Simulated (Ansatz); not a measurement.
# Sr (P6_3/mmc) in Ansatz: reference runs

How does Sr come out in PBE? The cell is run as given and disturbed.

Program: Ansatz 0.2.0. These are calculated values, not measurements. Logs are shortened: lines on timing, memory, paths and dates and some standing lists are left out, and cuts for length are marked.

### 1 The crystal as given

The structure is hexagonal, space group P6_3/mmc (No. 194). The conventional cell has a = 4.310 Å, b = 4.310 Å, c = 7.050 Å, α = 90.00°, β = 90.00°, γ = 120.00°. Sr (site symmetry -6m2) is surrounded by 12 Sr at 4.31 Å.

This isn't the form of Sr at room conditions, which is fcc.

### 2 Single point, PBE

input.yaml reads:

```yaml
crystal:
  lattice:
    - [4.31, 0.0, 0.0]
    - [-2.155, 3.7325694903, 0.0]
    - [0.0, 0.0, 7.05]
  atoms:
    - { symbol: Sr, position: [0.6666666667, 0.3333333333, 0.75] }
    - { symbol: Sr, position: [0.3333333333, 0.6666666667, 0.25] }
kpoints:
  mp_grid: { grid: [7, 7, 4] }
scf:
  occupations: { method: fermi_dirac, width: 0.05 }
hamiltonian:
  xc: pbe
  pseudopotentials: { kind: all_electron, lapw: { basis_error: 0.001 } }
output:
  forces: true
  stress: true
  eigenvalues: true
  populations: true
```

Potentials or basis: all-electron LAPW, scalar-relativistic.

Command:

```sh
$ ansatz run input.yaml --threads 1 --pin off --max-ram 3072MiB --backend cpu --events-out ev --progress --plain --runs-dir out
```

The log of the run:

```text
Warning: RAYON_NUM_THREADS=1 ignored (pool sized by the plan → 1); use --threads N
Sr: projections on atomic orbitals take those of the free atom 1s2 2s2 2p6 3s2 3p6 3d10 4s2 4p6 5s2, of charge +0.00 (hamiltonian.pseudopotentials.projection_atoms)
LAPW: plane waves up to 4.254 Å⁻¹, error target 1.0e-3 eV per atom; small_component_spin mean_spin; Sr in spheres of 2.155 Å, 10 of its electrons in bands, Dirac shells [] (how accurate: hamiltonian.pseudopotentials.lapw.basis_error, Limitations)
Engine: ansatz 0.2.0, aarch64-unknown-linux-gnu
Pseudopotentials: kind: all_electron
Pseudopotential: Sr, LAPW, valence charge 10, lapw/all_electron/scalar/gaussian/Sr, Koelling and Harmon's equation, gaussian nucleus
Functional definition: PBE
  parameter kappa = 0.804
  parameter beta = 0.06672455060314922
  exchange = pbe_x(kappa = kappa, mu = beta*pi^2/3)
  correlation = pbe_c(beta = beta)
Crystal: 2 atoms, lattice volume = 113.416 Å³
Basis set: ecut = 68.95346343464283 eV, 135 PW (Γ), exchange–correlation at level 2
Bands: 14, of which v1, the nominal top of the filled ones, is band 10 counted from 1 (9 counted from 0)
Symmetry: 24 space group operations
Space group: P63/mmc (ITA 194), of the structure as read, at distance tolerance 4.8e-5 Å
k-points: 24 of 196
Non-local potential: Sr, projectors of the file, none
Initial density: superposition of atomic densities (chi_scale 0.1, normalization cell)
Initial wavefunctions: plane waves of lowest kinetic energy (no species holds an atomic orbital)
Functional: x = pbe(κ = 0.804, μ = 0.2195149727645171), c = pbe(β = 0.06672455060314922)
iter 1 solved again at ethr=1.01e-4 eV; its pass at ethr=1.00e-1 eV (dr2=2.02e-2 eV) is discarded
SCF iter   1: F=—  HF=-173038.192430 eV  |F-HF|=—  |Δ(HF+E_count)|=         —  Δρ=2.82e-3  dr2=1.97e-2  ethr=1.01e-4  ⟨swp⟩=3.5  Hψ=2645  notcnv=0
preconditioner: auto → Kerker (q_TF=auto, 2.043 Å⁻¹)  [metal: Δε(μ)=0.026 eV  Ē_g=2.315 eV  σ=0.050 eV  W_gap=0.13  n_scr=22 (ndim 8)  ℏωp=7.0 eV  f_vac=0.000  D(μ)=3.45/eV (n_scr^D=22)]
SCF iter   2: F=—  HF=-173038.202796 eV  |F-HF|=—  |Δ(HF+E_count)|=   1.04e-2  Δρ=2.11e-3  dr2=1.18e-2  ethr=9.87e-5  ⟨swp⟩=2.0  Hψ=1134  notcnv=0
iter 3 solved again at ethr=5.86e-6 eV; its pass at ethr=5.88e-5 eV (dr2=1.17e-3 eV) is discarded
SCF iter   3: F=—  HF=-173038.207610 eV  |F-HF|=—  |Δ(HF+E_count)|=   4.81e-3  Δρ=6.05e-4  dr2=1.16e-3  ethr=5.86e-6  ⟨swp⟩=2.0  Hψ=1836  notcnv=0
SCF iter   4: F=—  HF=-173038.207789 eV  |F-HF|=—  |Δ(HF+E_count)|=   1.79e-4  Δρ=1.26e-4  dr2=4.56e-5  ethr=5.82e-6  ⟨swp⟩=2.0  Hψ=1135  notcnv=0
SCF iter   5: F=—  HF=-173038.207734 eV  |F-HF|=—  |Δ(HF+E_count)|=   5.52e-5  Δρ=7.00e-5  dr2=1.04e-5  ethr=2.28e-7  ⟨swp⟩=2.2  Hψ=1142  notcnv=0
SCF iter   6: F=—  HF=-173038.207734 eV  |F-HF|=—  |Δ(HF+E_count)|=   2.89e-7  Δρ=3.04e-5  dr2=1.91e-6  ethr=5.20e-8  ⟨swp⟩=2.0  Hψ=1134  notcnv=0
SCF iter   7: F=-173038.207734 eV  HF=-173038.207734 eV  |F-HF|=1.60e-8  |Δ(HF+E_count)|=   1.27e-7  Δρ=5.05e-6  dr2=5.84e-8  ethr=9.57e-9  ⟨swp⟩=2.0  Hψ=1134  notcnv=0
SCF 1 converged in 7 iterations: F = -173038.207734 eV  dr2 = 5.84e-8
SCF converged after 7 iterations
Free energy (F): -173038.207734 eV
Harris-Foulkes:  -173038.207734 eV  (|F-HF|=1.60e-8)
Internal energy: -173038.179891 eV  (E = F + TS)
E sigma→0 (E₀):  -173038.193812 eV
Entropy (-TS):   -0.027844 eV (-13.922 meV/atom)
Fermi energy:    5.769502 eV
--- Per-component energies (eV) ---
  E_band       = -260.225228
  E_kinetic    = 178172.441387
  E_xc         = -5723.320559
  E_electrostatic = -345487.300718  (all electrons and nuclei)
  E_smearing   = -0.027844  (= −TS)
  E_closure    = 0.000000  (closes the sum)
  E_atoms      = -173034.981057  (free atoms, spherical and without spin; not in F)
  Σ components = -173038.207734   (vs F -173038.207734, Δ=0.00e0)
  Basis errors (estimates in eV, not in F): energy 2.9e-4 per atom: plane waves 2.9e-4 (1.4e-4 summed), levels above the bands 8.3e-19, relativity 5.1e-8, radial functions 4.4e-6, core shells 1.9e-6; eigenvalues (radial functions only) 7.3e-7; not estimated: angular momenta, meshes, grids; target (lapw.basis_error) 1.0e-3; muffin-tin radii Sr 2.155 Å
--- Forces (eV/Å), atoms counted from 1 ---
  atom   1  Sr    -0.00000000    -0.00000000     0.00000000
  atom   2  Sr    -0.00000000     0.00000000     0.00000000
  max |Σ_I F_I| component: 8.67e-19 eV/Å
--- Stress (GPa, compression-positive) ---
       -0.418887      -0.000000       0.000000
        0.000000      -0.418887       0.000000
        0.000000       0.000000       0.056537
  P = ⅓ Tr σ = -0.2604 GPa (-2.604 kbar)
--- Band table (eV; the first three rows and the last of 24) ---
  k-point 0: bands = ["-30.9159", "-30.9040", "-12.9791", "-12.8369", "-12.8369", "-12.8129", "-12.8129", "-12.8042", "2.1291", "4.6131", "5.7470", "8.0069", "8.0069", "8.0082"]
  k-point 1: bands = ["-30.9142", "-30.9057", "-12.9541", "-12.8334", "-12.8334", "-12.8305", "-12.8164", "-12.8164", "2.3705", "3.9728", "6.2436", "7.6949", "7.9516", "7.9516"]
  k-point 2: bands = ["-30.9099", "-30.9099", "-12.8929", "-12.8929", "-12.8249", "-12.8249", "-12.8249", "-12.8249", "3.0435", "3.0435", "6.9936", "6.9936", "8.0039", "8.0039"]
  k-point 23: bands = ["-30.9012", "-30.9012", "-12.9557", "-12.9557", "-12.9064", "-12.9064", "-12.8407", "-12.8407", "5.3927", "5.3927", "6.1456", "6.1456", "6.4549", "6.4549"]
--- Löwdin populations: 2 sites ---
  site symbol       q [e]
     0     Sr     37.5449
     1     Sr     37.5449
  spilling = 0.011977 (of n_electrons = 76.000000)
```

Run time: 3.1 s. Hardware: 1 thread of Arm Neoverse V1, shared host; peak memory 0.22 GiB.

Results:

* Free energy: -173038.2077 eV
* Pressure: -0.3 GPa
* Band gap on the k mesh: none (metal or under the smearing width)

Stress tensor (GPa, compression positive):
```
-0.42  0.00  0.00
 0.00 -0.42  0.00
 0.00  0.00  0.06
```

### 3 Single point, PBE (atoms moved at random, drawn with an rms of 0.05 Å)

Changes to input.yaml since step 2:

```diff
@@ -6,4 +6,4 @@
   atoms:
-    - { symbol: Sr, position: [0.6666666667, 0.3333333333, 0.75] }
-    - { symbol: Sr, position: [0.3333333333, 0.6666666667, 0.25] }
+    - { symbol: Sr, position: [0.666109, 0.332722, 0.7515] }
+    - { symbol: Sr, position: [0.346707, 0.670806, 0.24174] }
 kpoints:
```

Potentials or basis: all-electron LAPW, scalar-relativistic.

Command:

```sh
$ ansatz run input.yaml --threads 1 --pin off --max-ram 3072MiB --backend cpu --events-out ev --progress --plain --runs-dir out
```

The log of the run:

```text
Warning: RAYON_NUM_THREADS=1 ignored (pool sized by the plan → 1); use --threads N
Sr: projections on atomic orbitals take those of the free atom 1s2 2s2 2p6 3s2 3p6 3d10 4s2 4p6 5s2, of charge +0.00 (hamiltonian.pseudopotentials.projection_atoms)
LAPW: plane waves up to 4.353 Å⁻¹, error target 1.0e-3 eV per atom; small_component_spin mean_spin; Sr in spheres of 2.120 Å, 20 of its electrons in bands, Dirac shells [] (how accurate: hamiltonian.pseudopotentials.lapw.basis_error, Limitations)
[... 2 set-up lines as earlier in the session ...]
Pseudopotential: Sr, LAPW, valence charge 20, lapw/all_electron/scalar/gaussian/Sr, Koelling and Harmon's equation, gaussian nucleus
[... 1 set-up line as earlier in the session ...]
[... 46 lines left out ...]
  max |Σ_I F_I| component: 0.00e0 eV/Å
--- Stress (GPa, compression-positive) ---
       -0.433999      -0.060765      -0.006683
       -0.060765      -0.390206      -0.002219
       -0.006683      -0.002219       0.073970
  P = ⅓ Tr σ = -0.2501 GPa (-2.501 kbar)
--- Band table (eV; the first three rows and the last of 99) ---
  k-point 0: bands = ["-117.9222", "-117.9222", "-117.9222", "-117.9222", "-117.9187", "-117.9187", "-117.9182", "-117.9182", "-117.9178", "-117.9178", "-30.9158", "-30.9037", "-12.9802", "-12.8389", "-12.8347", "-12.8124", "-12.8124", "-12.8040", "2.1292", "4.6130", "5.7474", "7.9935", "8.0090", "8.0167"]
  k-point 1: bands = ["-117.9222", "-117.9222", "-117.9222", "-117.9222", "-117.9187", "-117.9187", "-117.9182", "-117.9182", "-117.9178", "-117.9178", "-30.9141", "-30.9054", "-12.9554", "-12.8352", "-12.8321", "-12.8295", "-12.8162", "-12.8155", "2.3704", "3.9736", "6.2410", "7.7002", "7.9456", "7.9550"]
  k-point 2: bands = ["-117.9222", "-117.9222", "-117.9222", "-117.9222", "-117.9187", "-117.9187", "-117.9182", "-117.9182", "-117.9178", "-117.9178", "-30.9109", "-30.9087", "-12.9038", "-12.8830", "-12.8280", "-12.8254", "-12.8234", "-12.8216", "3.0113", "3.0766", "6.9061", "7.0842", "7.9870", "8.0007"]
  k-point 98: bands = ["-117.9222", "-117.9222", "-117.9222", "-117.9222", "-117.9187", "-117.9187", "-117.9182", "-117.9182", "-117.9178", "-117.9178", "-30.9049", "-30.9006", "-12.9553", "-12.9354", "-12.8944", "-12.8721", "-12.8548", "-12.8314", "4.0639", "5.2755", "6.1473", "6.2098", "7.1409", "7.3683"]
--- Löwdin populations: 2 sites ---
  site symbol       q [e]
     0     Sr     37.5446
     1     Sr     37.5446
  spilling = 0.011984 (of n_electrons = 76.000000)
```

populations.tsv:

```text
# site	symbol	l	j	q
# orbitals = lowdin
# n_electrons = 76.000000
# spilling = 0.011984
# projection_atom_Sr: 1s2 2s2 2p6 3s2 3p6 3d10 4s2 4p6 5s2
0	Sr	0_1S	-	2.000000
0	Sr	0_2S	-	1.999994
0	Sr	0_3S	-	1.999883
0	Sr	0_4S	-	1.997311
0	Sr	0_5S	-	1.548692
0	Sr	1_2P	-	6.000000
0	Sr	1_3P	-	5.999997
0	Sr	1_4P	-	5.998714
0	Sr	2_3D	-	9.999999
1	Sr	0_1S	-	2.000000
1	Sr	0_2S	-	1.999994
1	Sr	0_3S	-	1.999883
1	Sr	0_4S	-	1.997311
1	Sr	0_5S	-	1.548692
1	Sr	1_2P	-	6.000000
1	Sr	1_3P	-	5.999997
1	Sr	1_4P	-	5.998714
1	Sr	2_3D	-	9.999999
```

Run time: 15 s. Hardware: 1 thread of Arm Neoverse V1, shared host; peak memory 0.31 GiB.

Results:

* Free energy: -173038.2042 eV
* Pressure: -0.3 GPa
* Largest force: 0.090 eV/Å
* Band gap on the k mesh: none (metal or under the smearing width)

Forces in eV/Å, atoms in the order of the input:
```
Sr   0.014  0.004 -0.089
Sr  -0.014 -0.004  0.089
```

Levels at points of the mesh, in eV from the Fermi level:
```tsv
k point	band 17	band 18	band 19	band 20	band 21	band 22	band 23	band 24
(0.00, 0.00, 0.00)	-18.58	-18.57	-3.64	-1.16	-0.02	2.22	2.24	2.25
(0.00, 0.00, -0.50)	-18.59	-18.59	-2.76	-2.69	1.14	1.32	2.22	2.23
```
